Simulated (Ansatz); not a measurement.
The system is CuO (Tenorite).

```
CELL_PARAMETERS angstrom
2.34185 -1.71130 0.00000
2.34185 1.71130 0.00000
-0.85003 0.00000 5.05787
ATOMIC_POSITIONS crystal
Cu 0.50000 0.00000 0.50000
Cu 0.00000 0.50000 0.00000
O 0.41840 0.58160 0.75000
O 0.58160 0.41840 0.25000
```

Program: Ansatz 0.2.0. Alike in all runs: task band structure; potentials or basis Ansatz PAW; no spin polarisation; cell as given; k mesh 10 × 10 × 5; cutoff (eV) 420; smearing fermi-dirac 0.05 eV.

Task: Order these runs on this cell by their pressure, lowest first.
A. level PBEsol
B. level RPBE
C. level revPBE

Result: A (-2.7 GPa), C (9.8 GPa), B (11.3 GPa).

Caveats: the run has no spin polarisation, though such a crystal can be magnetic; the PAW data sets come from PBE, with cores solved anew for the run's functional, which leaves a small shift of forces and pressure.

Runs at the PBE level aren't shown here.
